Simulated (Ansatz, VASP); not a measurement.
## Two plane-wave programs on Ca

```
CELL_PARAMETERS angstrom
-2.24000 2.24000 2.28480
2.24000 -2.24000 2.28480
2.24000 2.24000 -2.28480
ATOMIC_POSITIONS crystal
Ca 0.00000 0.00000 0.00000
```

Change from the starting cell: strain +0.0200 x Voigt [0, 0, 1, 0, 0, 0], atoms carried along.

Alike in both runs: task single point; functional LDA; k mesh 16 × 16 × 16; occupations gaussian, width 0.15 eV; no spin polarisation.

|  | VASP | Ansatz |
| --- | --- | --- |
| version | VASP 6.6.1 | Ansatz 0.2.0 |
| potentials or method | VASP PAW LDA potentials, release 64 (Ca_sv) | scalar-relativistic, plane waves, PAW |
| plane-wave cutoff (eV) | 520 | 420 |
| valence electrons in the cell | 10 | 10 |

|  | VASP | Ansatz | Ansatz less VASP |
| --- | --- | --- | --- |
| gap on the k mesh at the Fermi level (eV) | none | none | - |
| pressure (GPa) | -2.7 | -2.7 | 0.00 |

A gap of «none» marks a metal or a gap that the smearing closes.
